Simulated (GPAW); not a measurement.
The system is W.

```
W
1.0
    -1.58234    1.58234    1.58234
     1.58234   -1.58234    1.58234
     1.58234    1.58234   -1.58234
W
1
Direct
  0.00000 0.00000 0.00000
```

| Quantity | Value |
| --- | --- |
| Program | GPAW 26.7.0 |
| Task | relaxation of cell and atoms |
| Functional | LDA |
| Potentials or basis | the program's PAW data sets (release 1.2.1) made for this functional |
| Cutoff | 600 eV |
| Basis | pw |
| k mesh | 12 × 12 × 12 |
| Occupations | fermi-dirac, width 0.05 eV |
| Spin | no spin polarisation |

At the start: pressure -9.9 GPa; volume 15.85 Å³/atom.

Task: How do energy, volume and symmetry change on relaxing?

Result: Over 3 steps the energy falls by 15.7 meV/atom and the volume is 15.35 Å³/atom (-3.1 %); space group Im-3m (No. 229, to 0.05 Å).

Step by step:
| step | energy change (eV) | largest force (eV/Å) | pressure (GPa) | volume (Å³) |
| --- | --- | --- | --- | --- |
| 1 | 0.0000 | 0.0000 | -9.86 | 15.85 |
| 2 | -0.0141 | 0.0000 | 3.26 | 15.20 |
| 3 | -0.0157 | 0.0000 | -0.10 | 15.35 |

Final structure:
```
W
1.0
    -1.56570    1.56570    1.56570
     1.56570   -1.56570    1.56570
     1.56570    1.56570   -1.56570
W
1
Direct
  0.00000 0.00000 0.00000
```

Caveat: later steps reuse the first step's grids.
